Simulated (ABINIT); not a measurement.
Ta:

```
CELL_PARAMETERS angstrom
-1.65128 1.65128 1.65128
1.65128 -1.65128 1.65128
1.65128 1.65128 -1.65128
ATOMIC_POSITIONS crystal
Ta 0.00000 0.00000 0.00000
```

Base run:

| Quantity | Value |
| --- | --- |
| Program | ABINIT 10.8.3 (patched build) |
| Functional | BLYP |
| Potentials or basis | JTH PAW PBE v2.0 |
| Cutoff | 517 eV |
| k mesh | 11 × 11 × 11 |
| Occupations | fermi-dirac, width 0.05 eV |
| Spin | spin-orbit coupling, no magnetisation |

Its results: band gap on the k mesh none (metal or under the smearing width); pressure 8.8 GPa.

Problem. The run is repeated on the same cell with these changes: functional from BLYP to rPW86PBE. What comes out?

Solution. Band gap on the k mesh none (metal or under the smearing width); pressure 9.8 GPa.

Caveats: the PAW data sets were made with another functional, which shifts forces and pressure a little.
